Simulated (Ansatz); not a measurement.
`C=C1CC1[SiH3]` + `O[BH][AlH2]` → `[AlH2][BH]O[SiH3]` + `C=C1CC1` at 700 K and 1 bar (ligand exchange at the Si–C bond).

Computed with Ansatz on PBE0-D4/def2-TZVP structures; ΔE is electronic, products minus reactants. CBS: MP2 limit from def2 TZ/QZ plus the TZ coupled-cluster correction, frozen cores. One conformer a species, not always the lowest.

```json
{"species": "`C=C1CC1[SiH3]`", "CCSD(T)/CBS energy (Eh)": "-446.02876", "H − E (kJ/mol)": "347.4", "S (J/(mol·K))": "459.9"}
{"species": "`O[BH][AlH2]`", "CCSD(T)/CBS energy (Eh)": "-344.38728", "H − E (kJ/mol)": "161.6", "S (J/(mol·K))": "379.0"}
{"species": "`[AlH2][BH]O[SiH3]`", "CCSD(T)/CBS energy (Eh)": "-634.69802", "H − E (kJ/mol)": "225.8", "S (J/(mol·K))": "479.6"}
{"species": "`C=C1CC1`", "CCSD(T)/CBS energy (Eh)": "-155.74625", "H − E (kJ/mol)": "281.9", "S (J/(mol·K))": "358.6"}
```

H − E and S are ideal-gas, rigid-rotor, harmonic terms from PBE0-D4/def2-TZVP, for one conformer and one mirror image of each species. 1 Eh = 2625.50 kJ/mol, R = 8.31446 J/(mol·K).

**Question.** By hand: ΔE, ΔH, ΔS and ΔG.

**Answer.** ΔE = (-634.69802) + (-155.74625) − (-446.02876) − (-344.38728) = -0.02823 Eh = -74.1 kJ/mol. Δ(H − E) = 225.8 + 281.9 − 347.4 − 161.6 = -1.3, so ΔH = -75.4 kJ/mol. ΔS = 479.6 + 358.6 − 459.9 − 379.0 = -0.7 J/(mol·K). ΔG = -75.4 − 700 × (-0.7)/1000 = -74.9 kJ/mol.

**Question.** By hand: the equilibrium constant, and the temperature at which ΔG would vanish if ΔH and ΔS stayed fixed.

**Answer.** log₁₀ K = −ΔG/(RT ln 10) = 5.6. ΔG = 0 at ΔH/ΔS = 107714 K, far beyond where these terms or the molecules hold.

The number of gas molecules stays the same, so ΔS is small and ΔH decides. A doubt of 5 kJ/mol in ΔE shifts log₁₀ K by 0.4 here. Other conformers and mirror images would add mixing entropy, several J/(mol·K) or more a flexible species. These are equilibria of isolated gas molecules and say nothing of rates. Largest T1 diagnostic: 0.014 (customary marks: 0.02 for closed shells, 0.045 for open ones).
